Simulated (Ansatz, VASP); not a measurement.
# As: VASP beside Ansatz

```
As
1.0
     6.89549    0.00000    0.00000
     0.00000    6.89549    0.00000
     0.00000    0.00000    2.78431
As
6
Direct
  0.12752 0.37248 0.00000
  0.37248 0.87248 0.00000
  0.87248 0.62752 0.00000
  0.62752 0.12752 0.00000
  0.00000 0.00000 0.00000
  0.50000 0.50000 0.00000
```

Alike in both runs: functional PBE; k mesh 4 × 4 × 8; occupations gaussian, width 0.1 eV; no spin polarisation.

Ansatz relaxed the structure, and its values are those at the end. VASP's run is a single point on that final structure, the one shown.

|  | VASP | Ansatz |
| --- | --- | --- |
| version | VASP 6.6.1 | Ansatz 0.2.0 |
| potentials or method | VASP PAW PBE potentials, release 64 (As) | scalar-relativistic, plane waves, PAW |
| plane-wave cutoff (eV) | 520 | 420 |
| valence electrons in the cell | 30 | 90 |

|  | VASP | Ansatz | Ansatz less VASP |
| --- | --- | --- | --- |
| gap on the k mesh at the Fermi level (eV) | none | none | - |
| pressure (GPa) | 0.2 | 0.1 | -0.16 |
| rms of the force components (eV/Å) | 0.011 | 0.001 | -0.0105 |

A gap of «none» marks a metal or a gap that the smearing closes. With one functional, cell and mesh, what is left measures potentials, basis and numerics. The two sets of potentials don't hold the same shells in valence.
